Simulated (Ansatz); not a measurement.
## MgO, space group P-6m2: a comparison of functionals at one structure, step by step

Program: the Ansatz DFT code, driven from Python.

The cells in order, each with its output:

**Cell 1**
```python
import csv

import ansatz as az
from ase import Atoms
```

**Cell 2**
```python
KGRID = (12, 12, 8)
```

**Cell 3**
```python
atoms = Atoms(
    ["Mg", "O"],
    scaled_positions=[
        (0.0, 0.0, 0.0),
        (1 / 3, 2 / 3, 0.5),
    ],
    cell=[
        (2.9380209, 0.0, 0.0),
        (-1.46901045, 2.54440074, 0.0),
        (0.0, 0.0, 2.67968),
    ],
    pbc=True,
)
cell = az.Crystal.from_ase(atoms)
```

**Cell 4**
```python
cell.resolved().tree()["lattice"]
```
Output:
```text
((2.9380209, 0.0, 0.0), (-1.46901045, 2.54440074, 0.0), (0.0, 0.0, 2.67968))
```

**Cell 5**
```python
calculation = (
    cell.calculation()
    .kpoints(*KGRID, center="gamma")
    .occupations(az.OccupationsMethod.FIXED)  # no smearing
    .stress()
    .band_table()
)
```

**Cell 6**
```python
rows = []
for value in ["r2scan", "lda", "pbesol"]:
    data = calculation.functional(value).run(threads=1, backend="cpu").report
    rows.append((value, data["free_energy_ev"] / len(data["lattice"]["sites"]), data["n_iterations"], sum(data["stress_gpa"][i][i] for i in range(3)) / 3, data["gap_by_band_count_ev"], data["n_kpoints"]))
```
Output:
```text
DeckWarning: basis.ecutwfc = 500 eV, auto-derived from the records' recommended cutoffs: set by Mg (their level for a meta-GGA)
DeckWarning: basis.ecutwfc = 420 eV, auto-derived from the records' recommended cutoffs: set by Mg (normal level)
```

**Cell 7**
```python
with open("xc.csv", "w", newline="") as handle:
    writer = csv.writer(handle)
    writer.writerow(["functional", "F/atom (eV)", "iterations", "P (GPa)", "gap by band count (eV)", "k-points"])
    writer.writerows([round(v, 5) if isinstance(v, float) else v for v in row] for row in rows)
print(open("xc.csv").read())
```
Output:
```text
functional,F/atom (eV),iterations,P (GPa),gap by band count (eV),k-points
r2scan,-1248.79017,6,-5.21427,3.78424,95
lda,-1229.65975,6,-9.36684,2.94723,95
pbesol,-1237.59043,6,-3.86913,2.92248,95
```

From lowest to highest: LDA (-9.4 GPa), r2SCAN (-5.2 GPa) and PBEsol (-3.9 GPa). At a fixed cell a lower pressure usually means a smaller equilibrium volume, so LDA prefers the smallest cell and PBEsol the largest. Gaps by band count in the reports: r2SCAN 3.78 eV, LDA 2.95 eV and PBEsol 2.92 eV (Kohn-Sham values on this mesh, as a rule under measured gaps).

What to keep in mind:
- Semilocal gaps usually lie well under measured ones.
- Pressure is positive in compression.
- The structure comes from a database of computed cells and needn't be a stable or known phase.
- Gaps and levels are Kohn-Sham values on a finite set of k-points.
- Warnings are shown shortened and without file and line.
- Total energies of different functionals can't be compared; pressures, moments and gaps at this one structure can.
- Wall time of the script: 9.9 s on 1 thread of Arm Neoverse V1, on a shared host, peak memory 0.42 GiB.
